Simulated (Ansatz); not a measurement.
**AlRu: opening a crack plane**

AlRu, Pm-3m, a = 3.004 Å. The structure is a COD entry; whether it is the stable form wasn't checked. Ansatz: PBE, PAW, 420 eV, Γ-centred 20×20×7 mesh on 6 atoms, Gaussian smearing 0.15 eV; no spin polarisation. One cut on (100) per cell of 6 atoms is opened rigidly by x, between planes of Al and Ru that stand 1.50 Å apart; y is the energy per area (9.025 Å², 1 eV/Å² = 16.02 J/m²).

```tsv
x (Å)	y (J/m²)
0.00	0.000
0.25	0.318
0.50	?
1.00	2.674
2.00	4.715
3.00	5.407
6.00	5.655
```

Q: Fit the universal binding curve y = W[1 − (1 + x/l) e^(−x/l)] to the other rows, give the peak stress, and predict the missing value.

A: Least squares gives W = 5.67 J/m² and l = 0.627 Å. The stress dy/dx peaks at x = l with W/(e l) = 33.3 GPa, for rigid faces. At x = 0.50: x/l = 0.797, y = 1.079 J/m². The run gave 1.027 J/m², so the fit is 0.052 J/m² too high, a small miss on the scale of the series.

Cost: 8 runs of about 8.1 core-minutes in all, on Arm Neoverse V2 (shared hosts).